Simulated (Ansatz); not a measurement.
rocksalt-structured EuO: one cell, several electronic states

All numbers are calculated (PBE+U, U_eff = 6.0 eV (Dudarev form) on Eu f, fully localised double counting, scalar-relativistic datasets, 420 eV, PAW set soft_2, 6×6×6 mesh, Gaussian smearing of 0.05 eV) with the plane-wave PAW code Ansatz.

```
CELL_PARAMETERS angstrom
0.00000 2.57195 2.57195
2.57195 0.00000 2.57195
2.57195 2.57195 0.00000
ATOMIC_POSITIONS crystal
Eu 0.50000 0.50000 0.50000
O 0.00000 0.00000 0.00000
```

The structure type is one reported for this compound, at the reported volume.

Cell and atoms stay fixed, and the cell was started in 7 ways, without spin–orbit coupling. The starts were built for 7 f electrons on Eu, a formal count that the converged states needn't keep. Starting moments of the plain starts: Eu1 7.00 μB (atoms counted from 1).

Energies count from the lowest free state found; constrained states (a lock kept on the moments, or spin off) can lie above or below free ones. A natural orbital (eigenvector of a shell's occupation matrix) is counted as filled above 0.75 (0.9 in a metal) and as partly filled from 0.35 up to that; ↑ and ↓ are the spin channels.

```csv
state,reached from,ΔE (meV/atom),gap (eV),P (GPa),cell spin moment (μB),site spin moments (μB),shell filling,Hubbard energy (eV/cell),flags
1,"random orbitals: pairs of harmonics, lower spin (6+1 electrons) (draw 8); random orbitals: random mixtures, one electron more (draw 7); natural orbitals of the symmetric run, filled by rank; 3 more",0.0,0.29,1.8,7.00,Eu 6.75; O -0.08,"Eu 7↑ 0↓, 6.97 e",0.21,–
2,"random orbitals: single harmonics, lower spin (5+2 electrons) (draw 4)",2081.5,metal,-0.6,3.03,Eu 2.99,"Eu 5↑ 2↓, 6.91 e",0.40,mesh too coarse for this metal
```

The lowest free state (state 1) has a gap of 0.29 eV. Its natural occupations are Eu1 spin up: 0.99 0.99 0.99 0.99 1.00 1.00 1.00; Eu1 spin down: 0.00 0.00 0.00 0.00 0.00 0.00 0.00.

State 2 lies 2081.5 meV/atom higher, or 4.16 eV per cell. It has no gap on the mesh (a metal); natural occupations Eu1 spin up: 0.00 0.01 0.99 0.99 1.00 1.00 1.00; Eu1 spin down: 0.00 0.00 0.00 0.01 0.01 0.95 0.96. On Eu1, N↑ − N↓ is 3.04 in size in state 2 against 6.93 in state 1: with fewer parallel spins, state 2 lacks part of the exchange energy behind Hund's first rule. With J = 0 the Hubbard energy is (U/2) Σ λ(1 − λ), a penalty on fractional natural occupations. The sums Σ λ(1 − λ) over the cell's shells are 0.07 for state 1 and 0.13 for state 2, which at U/2 = 3.00 eV give 0.21 and 0.40 eV per cell. Of the difference of 4.16 eV per cell, the Hubbard term gives 0.19 eV and all other terms 3.98 eV, so the Hubbard term itself makes little of it, though U shapes both states. The other terms are taken on each state's own density, so they aren't the result of a run without U.

With one Eu ion in the cell, Eu moments can't oppose each other.

In the lowest free state the fixed cell carries a pressure of 1.8 GPa (the cell is smaller than this level of theory would relax to); relaxing would change energies and could change the order of close states.

Other starts might reach a lower state still. In the lowest free state the Eu 4f shell holds 6.97 electrons, the count of the divalent ion that the formula's charges ask for. For metallic states the mesh is coarse, so energy differences carry some meV/atom. Spin–orbit coupling is left out, although for these shells it is strong enough to reorder states. U is one value of a scan, not fitted to this compound, so the states needn't resemble the real material's. Where a metal has almost no states within the smearing of the Fermi level on this mesh, its moment and stress follow whole counts of k-points and would move on a finer mesh. Gaps are Kohn–Sham gaps over the k-mesh alone and may be smaller between its points. Site moments are integrated in small spheres and here fall short of the shell's N↑ − N↓.
